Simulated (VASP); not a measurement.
# MnSb (R-3m) in VASP: band structure with RPBE+D3(BJ)+U

Aim: the band structure of MnSb with RPBE+D3(BJ)+U.

All numbers are computed with VASP 6.6.1; they aren't measurements. Logs are shortened: lines on timing, memory, paths and dates and some standing lists are left out, and cuts for length are marked.

**1. The undisturbed crystal**

Symmetry: R-3m, No. 166, trigonal system. Conventional cell: a = 3.416 Å, b = 3.416 Å, c = 12.467 Å, α = 90.00°, β = 90.00°, γ = 120.00°. Mn (site symmetry -3m) has 6 Sb at 2.86 Å as nearest neighbours. Sb (site symmetry -3m) is surrounded by 6 Mn at 2.86 Å.

The cell was built by a generator and needn't be a form met in nature.

**2. Band structure, RPBE+D3(BJ)+U, collinear spin, zero start (volume scaled by 1.04)**

The input, run.py:

```python
from ase import Atoms
from ase.calculators.vasp import Vasp
from ase.dft.bandgap import bandgap

atoms = Atoms(
    ['Mn', 'Sb'],
    cell=[[1.7303807411, 0.9990357794, 4.2104346494], [-1.7303807411, 0.9990357794, 4.2104346494], [0.0, -1.9980715689, 4.2104346494]],
    scaled_positions=[[0.5, 0.5, 0.5], [0.0, 0.0, 0.0]],
    pbc=True,
)
calc = Vasp(
    directory='calc',
    xc='rpbe',
    pp='PBE',
    setups='recommended',
    prec='Accurate',
    encut=520,
    ediff=1e-06,
    ismear=-1,
    sigma=0.1,
    lreal=False,
    lasph=True,
    nelm=120,
    algo='Normal',
    isif=2,
    lwave=False,
    lcharg=True,
    ispin=2,
    lorbit=11,
    lmaxmix=4,
    ldautype=2,
    ldauprint=1,
    ivdw=12,
    ldau_luj={'Mn': {'L': 2, 'U': 2, 'J': 0}},
    kpts=[9, 9, 9],
    gamma=True,
    magmom=[0.0, 0.0],
)
atoms.calc = calc

print('energy (eV):', atoms.get_potential_energy())
print('free energy (eV):', atoms.get_potential_energy(force_consistent=True))
efermi = calc.get_fermi_level()
print('Fermi level (eV):', efermi)
path = atoms.cell.bandpath(npoints=60, eps=1e-4)
print('path:', path.path)
calc.set(kpts=path.kpts, reciprocal=True, icharg=11, isym=0, lcharg=False)
calc.calculate(atoms)
print('gap on the path (eV):', bandgap(calc, efermi=efermi)[0])
print('direct gap on the path (eV):', bandgap(calc, efermi=efermi, direct=True)[0])
```

Potentials or basis: VASP PAW PBE potentials, release 64 (Mn_pv, Sb).

Launch:

```sh
$ python run.py
```

The log of the run:

```text
energy (eV): -13.31644456
free energy (eV): -13.37365496
Fermi level (eV): 7.38309639
path: GLB1,BZGX,QFP1Z,LP
gap on the path (eV): 0.0
direct gap on the path (eV): 0.0
```

OUTCAR:

```text
ENCUT = 520.000000
   EDIFF = 1.00e-06
   GGA = RP
   PREC = Accurate
   ICHARG = 11
   ISIF = 2
   ISMEAR = -1
   ISPIN = 2
   ISYM = 0
   LORBIT = 11
   NELM = 120
   IVDW = 12
   LASPH = .TRUE.
   LREAL = .FALSE.
 IVDW          = 12

 ion  position               nearest neighbor table
   1  0.500  0.500  0.500-   2 2.90   2 2.90   2 2.90   2 2.90   2 2.90   2 2.90
   2  0.000  0.000  0.000-   1 2.90   1 2.90   1 2.90   1 2.90   1 2.90   1 2.90

IMPORTANT INFORMATION: All symmetrisations will be switched off!
NOSYMM: (Re-)initialisation of all symmetry stuff for point group C_1.

----------------------------------------------------------------------------------------

                                     Primitive cell

  volume of cell :      43.6718

  direct lattice vectors                    reciprocal lattice vectors
     1.730380741  0.999035779  4.210434649     0.288953748  0.166827525  0.079168390
    -1.730380741  0.999035779  4.210434649    -0.288953748  0.166827525  0.079168390
     0.000000000 -1.998071569  4.210434649     0.000000000 -0.333655049  0.079168390

  length of vectors
     4.660477436  4.660477436  4.660477436     0.342918832  0.342918832  0.342918833

  position of ions in fractional coordinates (direct lattice)
     0.500000000  0.500000000  0.500000000
     0.000000000  0.000000000  0.000000000

  ion indices of the primitive-cell ions
   primitive index   ion index
                 1           1
                 2           2

----------------------------------------------------------------------------------------

 KPOINTS: KPOINTS created by Atomic Simulation Env

Read explicit list of k-points.

 Found     60 k-points:

 Following reciprocal coordinates:
            Coordinates               Weight
  0.000000  0.000000  0.000000      0.016667
  0.062500  0.000000  0.000000      0.016667
  0.125000  0.000000  0.000000      0.016667
  0.187500  0.000000  0.000000      0.016667
  0.250000  0.000000  0.000000      0.016667
  0.312500  0.000000  0.000000      0.016667
[... 16 lines left out ...]
  0.500000  0.500000  0.500000      0.016667
  0.416667  0.416667  0.416667      0.016667
 [... further k-points ...]
   k-points           NKPTS =     60   k-points in BZ     NKDIM =     60   number of bands    NBANDS=     13
   number of dos      NEDOS =    301   number of ions     NIONS =      2
   total plane-waves  NPLWV =  46656
   dimension x,y,z NGX =    36 NGY =   36 NGZ =   36
   dimension x,y,z NGXF=    72 NGYF=   72 NGZF=   72
   ions per type =               1   1
   NGX,Y,Z   is equivalent  to a cutoff of  12.84, 12.84, 12.84 a.u.
   NGXF,Y,Z  is equivalent  to a cutoff of  25.68, 25.68, 25.68 a.u.
 SYSTEM =  unknown system
   PREC   = accura    normal or accurate (medium, high low for compatibility)
   ISTART =      0    job   : 0-new  1-cont  2-samecut
   ICHARG =     11    charge: 1-file 2-atom 10-const
   ISPIN  =      2    spin polarized calculation?
   LNONCOLLINEAR =      F non collinear calculations
   LSORBIT =      F    spin-orbit coupling
   LASPH  =      T    aspherical Exc in radial PAW
   ENCUT  =  520.0 eV  38.22 Ry    6.18 a.u.   8.67  8.67  8.67*2*pi/ulx,y,z
   NELM   =    120;   NELMIN=  2; NELMDL=  0     # of ELM steps
   EDIFF  = 0.1E-05   stopping-criterion for ELM
   LREAL  =      F    real-space projection
   EDIFFG = 0.1E-04   stopping-criterion for IOM
[... 54 lines left out ...]
 -0.0000 -0.0000  0.4898 -0.0000 -0.0000
  0.2051  0.0000 -0.0000  0.5518 -0.0000
  0.0000  0.2051 -0.0000 -0.0000  0.4894

 occupancies and eigenvectors

  o =  0.3132  v =  0.0000  0.6518 -0.0000  0.0000 -0.7584  0.0000  0.0000  0.0000  0.0000  0.0000      0.0000  0.0000  0.0000  0.0000  0.0000  0.0000  0.0000  0.0000  0.0000  0.0000
  o =  0.3132  v = -0.7584  0.0000 -0.0000  0.6518  0.0000  0.0000  0.0000  0.0000  0.0000  0.0000      0.0000  0.0000  0.0000  0.0000  0.0000  0.0000  0.0000  0.0000  0.0000  0.0000
  o =  0.3132  v =  0.0000  0.0000  0.0000  0.0000  0.0000 -0.0000  0.6518 -0.0000  0.0000 -0.7584      0.0000  0.0000  0.0000  0.0000  0.0000  0.0000  0.0000  0.0000  0.0000  0.0000
  o =  0.3132  v =  0.0000  0.0000  0.0000  0.0000  0.0000  0.7584  0.0000 -0.0000 -0.6518 -0.0000      0.0000  0.0000  0.0000  0.0000  0.0000  0.0000  0.0000  0.0000  0.0000  0.0000
  o =  0.4898  v =  0.0000  0.0000  0.0000  0.0000  0.0000 -0.0000 -0.0000 -1.0000 -0.0000 -0.0000      0.0000  0.0000  0.0000  0.0000  0.0000  0.0000  0.0000  0.0000  0.0000  0.0000
  o =  0.4899  v =  0.0000 -0.0000 -1.0000  0.0000 -0.0000  0.0000  0.0000  0.0000  0.0000  0.0000      0.0000  0.0000  0.0000  0.0000  0.0000  0.0000  0.0000  0.0000  0.0000  0.0000
  o =  0.7280  v =  0.0000 -0.7584  0.0000  0.0000 -0.6518  0.0000  0.0000  0.0000  0.0000  0.0000      0.0000  0.0000  0.0000  0.0000  0.0000  0.0000  0.0000  0.0000  0.0000  0.0000
  o =  0.7280  v = -0.6518  0.0000  0.0000 -0.7584 -0.0000  0.0000  0.0000  0.0000  0.0000  0.0000      0.0000  0.0000  0.0000  0.0000  0.0000  0.0000  0.0000  0.0000  0.0000  0.0000
  o =  0.7280  v =  0.0000  0.0000  0.0000  0.0000  0.0000  0.0000  0.7584 -0.0000  0.0000  0.6518      0.0000  0.0000  0.0000  0.0000  0.0000  0.0000  0.0000  0.0000  0.0000  0.0000
  o =  0.7280  v =  0.0000  0.0000  0.0000  0.0000  0.0000  0.6518 -0.0000  0.0000  0.7584 -0.0000      0.0000  0.0000  0.0000  0.0000  0.0000  0.0000  0.0000  0.0000  0.0000  0.0000

 number of electron      18.0000000 magnetization      -0.0000222

 Free energy of the ion-electron system (eV)
  ---------------------------------------------------
  ext. energy  EPLUGINS =         0.00000000
  ---------------------------------------------------
  free energy    TOTEN  =        -8.48296167 eV

  energy without entropy =       -8.37056557  energy(sigma->0) =       -8.42676362

 E-fermi :   7.3445     XC(G=0): -10.5903

 val. band max:        7.3250404401   @ k =   0.1250   0.0000   0.0000
 cond. band min:       7.3455382907   @ k =   0.0960   0.0000  -0.0960
 fundamental gap:      0.0204978507
 Fermi energy:         7.3445462063

 spin component 1

 k-point     1 :       0.0000    0.0000    0.0000
  band No.  band energies     occupation
      1     -40.2891      1.00000
      2     -40.2891      1.00000
      3     -40.1834      1.00000
      4      -4.1255      1.00000
      5       5.2065      1.00000
      6       5.7852      1.00000
      7       6.6601      0.99894
      8       6.6601      0.99894
      9       7.3815      0.40875
     10       7.3815      0.40875
     11       9.9154      0.00000
     12      11.3183      0.00000
[... 745 lines left out ...]
      2     -40.2891      1.00000
      3     -40.1839      1.00000
      4      -3.4577      1.00000
      5       1.5940      1.00000
      6       6.6660      0.99887
      7       6.6660      0.99887
      8       6.7979      0.99579
      9       7.0346      0.95687
     10       7.0346      0.95687
     11      12.2115      0.00000
     12      12.2115      0.00000
     13      15.4028      0.00000

 [... further k-points ...]

------------------------ aborting loop because EDIFF is reached ----------------------------------------

 Edisp (eV)   -5.10107

 E8    (eV) :    -3.4056

  FORCE on cell =-STRESS in cart. coord.  units (eV):
  Direction    XX          YY          ZZ          XY          YZ          ZX
  --------------------------------------------------------------------------------------
  -------------------------------------------------------------------------------------
  Total       2.15559     5.37542     6.46012     4.31855    -0.87484    -0.63853
  in kB      79.08166   197.20679   237.00118   158.43386   -32.09517   -23.42544
  external pressure =      171.10 kB  Pullay stress =        0.00 kB

 VOLUME and BASIS-vectors are now :
 -----------------------------------------------------------------------------
  energy-cutoff  :      520.00
  volume of cell :       43.67
      direct lattice vectors                 reciprocal lattice vectors
     1.730380741  0.999035779  4.210434649     0.288953748  0.166827525  0.079168390
    -1.730380741  0.999035779  4.210434649    -0.288953748  0.166827525  0.079168390
     0.000000000 -1.998071569  4.210434649     0.000000000 -0.333655049  0.079168390

 POSITION                                       TOTAL-FORCE (eV/Angst)
 -----------------------------------------------------------------------------------
      0.00000     -0.00000      6.31565        -0.000001      0.000001      0.000002
      0.00000      0.00000      0.00000         0.000001     -0.000001     -0.000002
 -----------------------------------------------------------------------------------
    total drift:                               -0.000002      0.000002      0.000005

  FREE ENERGIE OF THE ION-ELECTRON SYSTEM (eV)
  ---------------------------------------------------
  free  energy   TOTEN  =       -13.5840277893 eV

  energy  without entropy=      -13.4716316908  energy(sigma->0) =      -13.52782974

 total charge

# of ion       s       p       d       tot
------------------------------------------
    1        0.226   6.114   5.441  11.781
    2        1.100   1.041   0.042   2.182
--------------------------------------------------
tot          1.326   7.154   5.483  13.963

 magnetization (x)

# of ion       s       p       d       tot
------------------------------------------
    1       -0.000   0.000  -0.000  -0.000
    2        0.000   0.000  -0.000  -0.000
--------------------------------------------------
tot         -0.000   0.000  -0.000  -0.000
```

INCAR:

```text
ENCUT = 520.000000
SIGMA = 0.100000
EDIFF = 1.00e-06
ALGO = Normal
GGA = RP
PREC = Accurate
ICHARG = 11
ISIF = 2
ISMEAR = -1
ISPIN = 2
ISYM = 0
LDAUPRINT = 1
LDAUTYPE = 2
LMAXMIX = 4
LORBIT = 11
NELM = 120
IVDW = 12
MAGMOM = 2*0.0000
LASPH = .TRUE.
LCHARG = .FALSE.
LWAVE = .FALSE.
LREAL = .FALSE.
LDAU = .TRUE.
LDAUL = 2 -1
LDAUU = 2.000 0.000
LDAUJ = 0.000 0.000
```

Run time: 3.5 min. Hardware: 1 thread of AMD EPYC 9R45 (Zen 5), shared host; peak memory 0.24 GiB.

Results:

```yaml
Band_gap_along_the_path: none (metal or under the smearing width)
Net_moment: 0.00 μB per cell
Dispersion_energy_per_atom: -2.551 eV
```

Levels at the corners of the path, in eV from the Fermi level:
Spin up:
| point | band 6 | band 7 | band 8 | band 9 | band 10 | band 11 | band 12 | band 13 |
| --- | --- | --- | --- | --- | --- | --- | --- | --- |
| Γ | -1.60 | -0.72 | -0.72 | 0.00 | 0.00 | 2.53 | 3.94 | 3.94 |
| L | -2.67 | -1.26 | -1.03 | 0.27 | 0.67 | 2.15 | 3.06 | 3.36 |
| B1 | -3.31 | -2.50 | -0.76 | -0.60 | 0.44 | 0.53 | 1.13 | 4.46 |
| B | -3.31 | -2.50 | -0.76 | -0.60 | 0.44 | 0.53 | 1.13 | 4.46 |
| Z | -0.72 | -0.72 | -0.58 | -0.37 | -0.37 | 4.90 | 4.90 | 8.04 |
| Γ | -1.60 | -0.72 | -0.72 | 0.00 | 0.00 | 2.53 | 3.94 | 3.94 |
| X | -3.61 | -2.26 | -0.93 | -0.43 | 0.31 | 0.76 | 1.56 | 2.96 |
| Q | -3.61 | -2.26 | -0.93 | -0.43 | 0.31 | 0.76 | 1.56 | 2.96 |
| F | -2.15 | -1.69 | -0.48 | -0.47 | 0.44 | 0.78 | 1.03 | 2.17 |
| P1 | -3.02 | -1.22 | -0.73 | -0.26 | 0.21 | 0.83 | 1.83 | 3.39 |
| Z | -0.72 | -0.72 | -0.58 | -0.37 | -0.37 | 4.90 | 4.90 | 8.04 |
| L | -2.67 | -1.26 | -1.03 | 0.27 | 0.67 | 2.15 | 3.06 | 3.36 |
| P | -3.02 | -1.22 | -0.73 | -0.26 | 0.21 | 0.83 | 1.83 | 3.39 |
Spin down:
| point | band 7 | band 8 | band 9 | band 10 | band 11 | band 12 |
| --- | --- | --- | --- | --- | --- | --- |
| Γ | -0.72 | -0.72 | 0.00 | 0.00 | 2.53 | 3.94 |
| L | -1.26 | -1.03 | 0.27 | 0.67 | 2.15 | 3.06 |
| B1 | -2.50 | -0.76 | -0.60 | 0.44 | 0.53 | 1.13 |
| B | -2.50 | -0.76 | -0.60 | 0.44 | 0.53 | 1.13 |
| Z | -0.72 | -0.58 | -0.37 | -0.37 | 4.90 | 4.90 |
| Γ | -0.72 | -0.72 | 0.00 | 0.00 | 2.53 | 3.94 |
| X | -2.26 | -0.93 | -0.43 | 0.31 | 0.76 | 1.56 |
| Q | -2.26 | -0.93 | -0.43 | 0.31 | 0.76 | 1.56 |
| F | -1.69 | -0.48 | -0.47 | 0.44 | 0.78 | 1.03 |
| P1 | -1.22 | -0.73 | -0.26 | 0.21 | 0.83 | 1.83 |
| Z | -0.72 | -0.58 | -0.37 | -0.37 | 4.90 | 4.90 |
| L | -1.26 | -1.03 | 0.27 | 0.67 | 2.15 | 3.06 |
| P | -1.22 | -0.73 | -0.26 | 0.21 | 0.83 | 1.83 |

Caveat: the log is that of the step along the path at fixed density, whose energy, stress, charges and moments have no meaning; the PAW data sets were made with another functional, which shifts forces and pressure a little; spin-orbit coupling is left out, which moves the levels of the heavy elements; pairwise dispersion overbinds metals, which lowers pressure and volume; the U is typed as a test and isn't derived for this compound.
